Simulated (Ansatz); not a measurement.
Wanted: the native input for an Ansatz 0.2.0 run.

- Task: single point
- Functional: PBE
- Potentials or basis: Ansatz PAW
- Cutoff: 420 eV (not typed: the program's choice for these potentials)
- k mesh: 10 × 10 × 10
- Occupations: gaussian, width 0.016 eV
- Spin: no spin polarisation

Sb:

```xyz
1
Lattice="0.0000 2.3712 2.3712 2.3712 0.0000 2.3712 2.3712 2.3712 0.0000" Properties=species:S:1:pos:R:3 pbc="T T T"
Sb    0.0000    0.0000    0.0000
```

This isn't the form of Sb at room conditions, which is rhombohedral.

These files were run (other wordings do the same):

input.yaml

```yaml
crystal:
  lattice:
    - [0.0, 2.3712425216, 2.3712425216]
    - [2.3712425216, 0.0, 2.3712425216]
    - [2.3712425216, 2.3712425216, 0.0]
  atoms:
    - { symbol: Sb, position: [0.0, 0.0, 0.0] }
hamiltonian:
  xc: pbe
  pseudopotentials: { kind: paw }
kpoints:
  mp_grid: { grid: [10, 10, 10] }
scf:
  occupations: { method: gaussian, width: 0.016 }
output:
  forces: true
  stress: true
  eigenvalues: true
  write_density: true
  write_potential: true
  elf: true
  volumetric_format: npy
```

Potentials or basis: Ansatz PAW.

Launch:

```bash
$ ansatz run input.yaml --threads 2 --pin off --max-ram 5632MiB --backend cpu --events-out ev --progress --plain --runs-dir out
```

Results of the run:

```json
{
 "Pressure": "2.0 GPa",
 "Band gap on the k mesh": "none (metal or under the smearing width)"
}
```

It took 0.56 s on 2 threads of Intel(R) Xeon(R) 6975P-C (Granite Rapids), on a shared host, peak memory 0.33 GiB.
